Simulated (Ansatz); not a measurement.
The system is SnSe.

```
Sn Se
1.0
     0.00000    3.01000    3.01000
     3.01000    0.00000    3.01000
     3.01000    3.01000    0.00000
Sn Se
1 1
Direct
  0.00000 0.00000 0.00000
  0.50000 0.50000 0.50000
```

Measurements of this composition are mostly on another form, of space group No. 62.

Base run:

* Program: Ansatz 0.2.0
* Functional: PBE0
* Potentials or basis: all-electron PAW datasets made for the crystal
* Cutoff: 270 eV
* Density cutoff: 1080 eV
* k mesh: 6 × 6 × 6
* Occupations: fermi-dirac, width 0.05 eV
* Spin: no spin polarisation

Its results: band gap on the k mesh 0.63 eV, direct.

Q: After a change of settings the same cell gave: band gap on the k mesh 0.92 eV, direct. Which change was it?
A. k mesh from 6 × 6 × 6 to 4 × 4 × 4
B. functional from PBE0 to HSE06; k mesh from 6 × 6 × 6 to 4 × 4 × 4
C. functional from PBE0 to HSE06

A: A.

Caveats: some runs use coarse meshes; spin-orbit coupling is left out, which moves the levels of the heavy elements; the program warned that the printed levels may be off, so bands, gaps and densities of states are rough (some runs).

Not every run made on this cell is shown here.
